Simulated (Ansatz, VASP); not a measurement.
# Ga: VASP beside Ansatz

The input INCAR:

```
SYSTEM = Ga
PREC = Accurate
ENCUT = 600
EDIFF = 1E-7
ISMEAR = 0
SIGMA = 0.1
LREAL = .FALSE.
LASPH = .TRUE.
NELM = 100
ALGO = Fast
ISIF = 3
LWAVE = .FALSE.
LCHARG = .FALSE.
GGA = PE
IBRION = 2
NSW = 90
EDIFFG = -0.04
```

The input KPOINTS:

```
Automatic mesh
0
G
  4 4 4
  0 0 0
```

POSCAR

```
Ga
1.0
   -2.8163397764      3.2752118832      2.5535815395
    2.8163397764     -3.2752118832      2.5535815395
    2.8163397764      3.2752118832     -2.5535815395
Ga
4
Direct
    0.5416700000      0.4166700000      0.1250000000
    0.7916700000      0.4166700000      0.3750000000
    0.2083300000      0.5833300000      0.6250000000
    0.4583300000      0.5833300000      0.8750000000
```

Input for Ansatz:

```yaml
crystal:
  lattice:
    - [-2.8163397764, 3.2752118832, 2.5535815395]
    - [2.8163397764, -3.2752118832, 2.5535815395]
    - [2.8163397764, 3.2752118832, -2.5535815395]
  atoms:
    - { symbol: Ga, position: [0.54167, 0.41667, 0.125] }
    - { symbol: Ga, position: [0.79167, 0.41667, 0.375] }
    - { symbol: Ga, position: [0.20833, 0.58333, 0.625] }
    - { symbol: Ga, position: [0.45833, 0.58333, 0.875] }
basis:
  ecutwfc: 420
kpoints:
  mp_grid: { grid: [4, 4, 4] }
hamiltonian:
  xc: pbe
scf:
  occupations: { method: gaussian, width: 0.1 }
  lower_state_search: "off"
output:
  forces: true
  stress: true
  eigenvalues: true
relax:
  adjacent_minimum: "off"
  f_tol: 0.04
  max_steps: 70
  cell: { stress_tol: 0.4 }
```

Alike in both runs: task relaxation of cell and atoms; functional PBE; k mesh 4 × 4 × 4; occupations gaussian, width 0.1 eV; no spin polarisation.

```csv
,VASP,Ansatz
version,VASP 6.6.1,Ansatz 0.2.0
potentials or method,"VASP PAW PBE potentials, release 64 (Ga_d)","scalar-relativistic, plane waves, PAW"
plane-wave cutoff (eV),600,420
valence electrons in the cell,52,52
```

VASP gave:

```
gap on the k mesh at the Fermi level, each at its own relaxed structure (eV) : none
relaxed volume (Å³/atom)                                                     : 22.35
relaxed cell length with the largest relative difference (Å)                 : 4.947
energy change over the relaxation (meV/atom)                                 : -5221
```

Q: Which values does Ansatz return?

A: gap on the k mesh at the Fermi level, each at its own relaxed structure (eV): none; relaxed volume (Å³/atom): 22.49; relaxed cell length with the largest relative difference (Å): 4.960; energy change over the relaxation (meV/atom): -5070.

A gap of «none» marks a metal or a gap that the smearing closes.

Caveats: the k mesh is coarse (spacing up to 0.42 Å⁻¹), so the values aren't converged.
